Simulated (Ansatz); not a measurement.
# W (diamond type): a single-point run

Aim: a sound single-point run of W (diamond type). The structure is shown as the input types it.

Program: Ansatz 0.2.0. Level of theory: DFT, PBE, all-electron LAPW, scalar-relativistic. These are calculated values, not measurements.

## (1) Starting point

It takes space group Fd-3m (No. 227, cubic). The conventional cell has a = 4.297 Å, b = 4.297 Å, c = 4.297 Å, α = 90.00°, β = 90.00°, γ = 90.00°. Around W (site symmetry -43m) lie 4 W at 1.86 Å.

As a file:

```cif
data_structure
_symmetry_space_group_name_H-M 'P 1'
_symmetry_Int_Tables_number 1
_cell_length_a 3.0383
_cell_length_b 3.0383
_cell_length_c 3.0383
_cell_angle_alpha 60.000
_cell_angle_beta 60.000
_cell_angle_gamma 60.000
_cell_volume 19.83
loop_
_atom_site_label
_atom_site_type_symbol
_atom_site_fract_x
_atom_site_fract_y
_atom_site_fract_z
_atom_site_occupancy
W1 W 0.87500 0.87500 0.87500 1
W2 W 0.12500 0.12500 0.12500 1
```

## (2) Running it

Input file input.yaml:

```yaml
crystal:
  lattice:
    - [0.0, 2.1483863592, 2.1483863592]
    - [2.1483863592, 0.0, 2.1483863592]
    - [2.1483863592, 2.1483863592, 0.0]
  atoms:
    - { symbol: W, position: [-0.125, -0.125, -0.125] }
    - { symbol: W, position: [0.125, 0.125, 0.125] }
kpoints:
  mp_grid: { grid: [12, 12, 12] }
  band_path:
    path:
      - [0.0, 0.0, 0.0]
      - [0.5, 0.0, 0.5]
      - [0.625, 0.25, 0.625]
      - [0.375, 0.375, 0.75]
      - [0.0, 0.0, 0.0]
      - [0.5, 0.5, 0.5]
      - [0.5, 0.25, 0.75]
      - [0.5, 0.0, 0.5]
    npoints: 8
scf:
  occupations: { method: fermi_dirac, width: 0.1 }
  max_iter: 2
hamiltonian:
  xc: pbe
  pseudopotentials: { kind: all_electron, lapw: { basis_error: 0.001 } }
output:
  forces: true
  stress: true
  eigenvalues: true
  populations: true
```

Launch:

```sh
> ansatz run input.yaml --threads 1 --pin off --max-ram 2048MiB --backend cpu --events-out ev --progress --plain --runs-dir out
```

What happens when this is run?

The SCF did not converge in 2 cycles. The density residual dr2 stood at 1.65 eV (threshold 1.0e-7). Its last energy is not a result.

In the input, scf.max_iter is 2. The run was allowed too few self-consistency cycles to reach its threshold.

Remedy: delete scf.max_iter (the default then holds).
